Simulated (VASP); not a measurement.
# Si in VASP: one cell, several levels of theory, part 2 of 2

VASP 6.6.1, plane waves, PAW.

## Step 3: Single point with r2SCAN

The input, INCAR:

```
ENCUT = 520.000000
SIGMA = 0.010000
EDIFF = 1.00e-07
ALGO = Normal
METAGGA = R2SCAN
PREC = Accurate
IBRION = -1
ISIF = 2
ISMEAR = 0
NBANDS = 16
NELM = 120
NSW = 0
LASPH = .TRUE.
LCHARG = .FALSE.
LWAVE = .FALSE.
LREAL = .FALSE.
```

The input, KPOINTS:

```
KPOINTS created by Atomic Simulation Environment
0
Gamma
12 12 4
0 0 0
```

The input, KPOINTS_OPT:

```
special points
7
Reciprocal
0.0000000000 0.0000000000 0.0000000000 1
0.5000000000 0.0000000000 0.0000000000 1
0.3333333333 0.3333333333 0.0000000000 1
0.0000000000 0.0000000000 0.5000000000 1
0.5000000000 0.0000000000 0.5000000000 1
0.3333333333 0.3333333333 0.5000000000 1
0.0000000000 0.4244790000 0.3567710000 1
```

The input, POSCAR:

```
Si
 1.0000000000000000
     3.8321295590073570    0.0000000000000000    0.0000000000000000
    -1.9160647795036785    3.3187215486936292    0.0000000000000000
     0.0000000000000000    0.0000000000000000    6.5314533663000001
 Si
   4
Cartesian
 -0.0000000000000000  2.2124810324624193  0.0130495894801826
  1.9160647795036783  1.1062405162312097  3.2787762726301830
 -0.0000000000000000  2.2124810324624193  2.4362454228823172
  1.9160647795036783  1.1062405162312097  5.7019721060323176
```

Command:

```sh
> mpirun -np 1 vasp_std
```

Standard output, without the iteration lines:

```text
POSCAR found type information on POSCAR Si
 POSCAR found :  1 types and       4 ions
 -----------------------------------------------------------------------------
|                                                                             |
|                                                                             |
|     You enforced a specific xc type in the INCAR file but a different       |
|     I HOPE YOU KNOW WHAT YOU ARE DOING!                                     |
|                                                                             |
 -----------------------------------------------------------------------------

 LDA part: xc-table for (None), standard interpolation
 POSCAR, INCAR and KPOINTS ok, starting setup
 FFT: planning ... GRIDC
 FFT: planning ... GRID_SOFT
 FFT: planning ... GRID
 WAVECAR not read
 entering main loop
 Start KPOINTS_OPT (optional k-point list driver)
k-point batch [1-7\7]
```

OSZICAR:

```text
N       E                     dE             d eps       ncg     rms          rms(c)
DAV:   1     0.119870271932E+02    0.11987E+02   -0.62171E+03  1824   0.848E+02
DAV:   2    -0.354100794876E+02   -0.47397E+02   -0.43244E+02  2480   0.126E+02
DAV:   3    -0.373315573260E+02   -0.19215E+01   -0.19037E+01  2488   0.232E+01
DAV:   4    -0.373535624383E+02   -0.22005E-01   -0.22000E-01  2272   0.315E+00
DAV:   5    -0.373539234932E+02   -0.36105E-03   -0.36103E-03  2520   0.391E-01    0.818E+00
DAV:   6    -0.350012093502E+02    0.23527E+01   -0.21483E-01  2088   0.293E+00    0.558E+00
DAV:   7    -0.350002541436E+02    0.95521E-03   -0.26427E-01  2160   0.267E+00    0.480E-01
DAV:   8    -0.349965969658E+02    0.36572E-02   -0.17961E-02  2136   0.754E-01    0.540E-01
DAV:   9    -0.349968905847E+02   -0.29362E-03   -0.78718E-04  2392   0.208E-01    0.539E-02
DAV:  10    -0.349969087091E+02   -0.18124E-04   -0.48823E-05  2320   0.467E-02    0.558E-02
DAV:  11    -0.349969065922E+02    0.21168E-05   -0.50848E-06  2184   0.165E-02    0.101E-02
DAV:  12    -0.349969104260E+02   -0.38338E-05   -0.67880E-07  2376   0.511E-03    0.322E-03
DAV:  13    -0.349969108557E+02   -0.42967E-06   -0.78272E-08  1320   0.176E-03    0.398E-04
DAV:  14    -0.349969107549E+02    0.10073E-06   -0.93809E-09  1312   0.651E-04    0.184E-04
DAV:  15    -0.349969107304E+02    0.24510E-07   -0.18757E-09  1144   0.289E-04
   1 F= -.34996911E+02 E0= -.34996911E+02  d E =-.248762E-25
       N       E                     dE             ncg
DAV:   1     0.231127313383E+04   -0.23910E+04      224
DAV:   2     0.198349565636E+04   -0.32778E+03      312
DAV:   3     0.197145039470E+04   -0.12045E+02      288
DAV:   4     0.197131618096E+04   -0.13421E+00      280
DAV:   5     0.197131342493E+04   -0.27560E-02      304
DAV:   6     0.197131334377E+04   -0.81158E-04      296
DAV:   7     0.197131334262E+04   -0.11478E-05      296
DAV:   8     0.197131334259E+04   -0.29043E-07      240
```

Parts of OUTCAR:

```text
k-points           NKPTS =     57   k-points in BZ     NKDIM =     57   number of bands    NBANDS=     16

   NELECT =      16.0000    total number of electrons

   dimension x,y,z NGX =    30 NGY =   30 NGZ =   50
   dimension x,y,z NGXF=    60 NGYF=   60 NGZF=  100

  energy-cutoff  :      520.00
  volume of cell :       83.07
      direct lattice vectors                 reciprocal lattice vectors
     3.832129559  0.000000000  0.000000000     0.260951511  0.150660425  0.000000000
    -1.916064780  3.318721549  0.000000000     0.000000000  0.301320851  0.000000000
     0.000000000  0.000000000  6.531453366     0.000000000  0.000000000  0.153105281

 k-points in reciprocal lattice and weights: KPOINTS created by Atomic Simulation Env
   0.00000000  0.00000000  0.00000000       0.002
   0.08333333 -0.00000000  0.00000000       0.010
   0.16666667 -0.00000000  0.00000000       0.010
   0.25000000 -0.00000000  0.00000000       0.010
   0.33333333 -0.00000000  0.00000000       0.010
   0.41666667 -0.00000000  0.00000000       0.010
   0.50000000 -0.00000000  0.00000000       0.005
   0.08333333  0.08333333  0.00000000       0.010
[... 49 more k-points ...]

 E-fermi :   5.7549

 k-point     1 :       0.0000    0.0000    0.0000
  band No.  band energies     occupation
      1      -6.9095      2.00000
      2      -4.7561      2.00000
      3      -1.7637      2.00000
      4       4.2539      2.00000
      5       4.2539      2.00000
      6       5.1106      2.00000
      7       5.6855      2.00000
      8       5.6855      2.00000
      9       7.2783      0.00000
     10       7.6545      0.00000
     11       7.9692      0.00000
     12       7.9692      0.00000
     13       9.5562      0.00000
     14      10.0743      0.00000
     15      10.0743      0.00000
     16      12.0710      0.00000

 k-point     2 :       0.0833   -0.0000    0.0000
  band No.  band energies     occupation
      1      -6.8244      2.00000
      2      -4.6689      2.00000
      3      -1.7174      2.00000
      4       3.5685      2.00000
      5       4.0749      2.00000
      6       5.0155      2.00000
      7       5.0403      2.00000
      8       5.5218      2.00000
      9       7.5935      0.00000
     10       7.7371      0.00000
     11       8.2256      0.00000
     12       8.2305      0.00000
     13       9.7473      0.00000
     14      10.4056      0.00000
     15      10.4058      0.00000
     16      11.5390      0.00000

 k-point     3 :       0.1667   -0.0000    0.0000
  band No.  band energies     occupation
      1      -6.5712      2.00000
      2      -4.4089      2.00000
      3      -1.6058      2.00000
      4       2.3407      2.00000
      5       3.6774      2.00000
      6       3.7539      2.00000
      7       4.7157      2.00000
      8       5.1500      2.00000
      9       7.3403      0.00000
     10       7.9807      0.00000
     11       8.7788      0.00000
     12       9.3814      0.00000
     13       9.4196      0.00000
     14      10.7463      0.00000
     15      11.2763      0.00000
     16      11.8114      0.00000

 k-point     4 :       0.2500   -0.0000    0.0000
  band No.  band energies     occupation
      1      -6.1580      2.00000
      2      -3.9829      2.00000
      3      -1.5527      2.00000
      4       1.2448      2.00000
      5       2.3720      2.00000
      6       3.2580      2.00000
      7       4.2053      2.00000
      8       4.7501      2.00000
      9       7.0250      0.00000
     10       8.3758      0.00000
     11       8.9356      0.00000
     12       9.1463      0.00000
     13       9.4661      0.00000
     14      11.4227      0.00000
     15      12.2766      0.00000
     16      12.4890      0.00000

 k-point     5 :       0.3333   -0.0000    0.0000
  band No.  band energies     occupation
      1      -5.6061      2.00000
      2      -3.4087      2.00000
      3      -1.8538      2.00000
      4       0.7021      2.00000
      5       1.0678      2.00000
      6       2.9191      2.00000
      7       3.5595      2.00000
      8       4.4235      2.00000
      9       6.7476      0.00000
     10       8.5455      0.00000
     11       8.9242      0.00000
     12       9.0205      0.00000
     13       9.1799      0.00000
     14      12.1849      0.00000
     15      13.0607      0.00000
     16      13.3079      0.00000

 k-point     6 :       0.4167   -0.0000    0.0000
  band No.  band energies     occupation
      1      -4.9843      2.00000
      2      -2.7501      2.00000
      3      -2.5322      2.00000
      4      -0.0426      2.00000
      5       0.7683      2.00000
      6       2.7043      2.00000
      7       2.9359      2.00000
      8       4.2153      2.00000
      9       6.5401      0.00000
     10       8.3101      0.00000
     11       8.7928      0.00000
     12       9.1039      0.00000
     13       9.5223      0.00000
     14      12.0834      0.00000
     15      12.2049      0.00000
     16      14.2549      0.00000

 k-point     7 :       0.5000   -0.0000    0.0000
  band No.  band energies     occupation
      1      -4.6113      2.00000
      2      -2.9657      2.00000
      3      -2.3416      2.00000
      4      -0.6036      2.00000
      5       0.9163      2.00000
      6       2.6311      2.00000
      7       2.6348      2.00000
      8       4.1441      2.00000
      9       6.4619      0.00000
     10       8.2280      0.00000
     11       8.7300      0.00000
     12       9.0662      0.00000
     13       9.8856      0.00000
     14      11.5897      0.00000
     15      12.2177      0.00000
     16      14.3619      0.00000

 k-point     8 :       0.0833    0.0833    0.0000
  band No.  band energies     occupation
      1      -6.6552      2.00000
      2      -4.4952      2.00000
      3      -1.6376      2.00000
      4       2.7284      2.00000
      5       3.6751      2.00000
      6       4.1629      2.00000
      7       4.8438      2.00000
      8       5.1778      2.00000
      9       7.9002      0.00000
     10       7.9331      0.00000
     11       8.0042      0.00000
     12       9.2420      0.00000
     13      10.0946      0.00000
     14      10.1287      0.00000
     15      11.0026      0.00000
     16      11.6286      0.00000

[... the tables of k-points 9 to 57 left out ...]

  Total       -0.5816626     -0.5816626     -3.3945383      0.0000000      0.0000000      0.0000000
  in kB      -11.2191738    -11.2191738    -65.4742405      0.0000000      0.0000000      0.0000000
  external PRESSURE =     -29.3041961 kB  Pullay stress =       0.0000000 kB

 POSITION                                       TOTAL-FORCE (eV/Angst)
 -----------------------------------------------------------------------------------
      0.00000      2.21248      0.01305        -0.000000      0.000000     -0.004629
      1.91606      1.10624      3.27878         0.000000     -0.000000     -0.004629
      0.00000      2.21248      2.43625        -0.000000      0.000000      0.004629
      1.91606      1.10624      5.70197         0.000000     -0.000000      0.004629
 -----------------------------------------------------------------------------------
    total drift:                                0.000000      0.000000     -0.000793

  FREE ENERGIE OF THE ION-ELECTRON SYSTEM (eV)
  ---------------------------------------------------
  free  energy   TOTEN  =       -34.9969107304 eV

  energy  without entropy=      -34.9969107304  energy(sigma->0) =      -34.99691073
```

Hardware: 1 MPI rank of Intel Xeon Platinum 8488C, shared host.

The levels at the points of KPOINTS_OPT are read from vasprun.xml.

Levels at the named points, in eV from the top of band v (v: the last filled band by count, c: the next):

| point | v−1 | v | c | c+1 |
| --- | --- | --- | --- | --- |
| Γ | 0.00 | 0.00 | 1.59 | 1.97 |
| M | -3.05 | -1.54 | 0.78 | 2.54 |
| K | -3.65 | -3.53 | 0.98 | 5.21 |
| A | -0.86 | -0.86 | 2.28 | 2.28 |
| L | -2.45 | -2.45 | 1.03 | 1.03 |
| H | -2.24 | -2.24 | 1.61 | 1.61 |

The r2SCAN gap is 0.78 eV and indirect (Γ to M), with 1.59 eV as the least direct one. The pressure is -2.93 GPa; the forces vanish within 0.01 eV/Å.

## Step 4: Results

What follows sums up all 2 parts.

| level | gap (eV) | pressure (GPa) | Ansatz: gap (eV) | Ansatz: pressure (GPa) |
| --- | --- | --- | --- | --- |
| PBE | 0.56 | -1.45 | 0.56 | -1.38 |
| r2SCAN | 0.78 | -2.93 | 0.76 | -2.71 |

**Reading.** The gap runs from 0.56 eV (PBE) to 0.78 eV (r2SCAN). The pressure is highest with PBE (-1.5 GPa) and lowest with r2SCAN (-2.9 GPa), which orders the cells that they would relax to. The two programs agree on the gap within 0.02 eV, far less than the spread between functionals. Each program uses its own PAW datasets and cutoff.
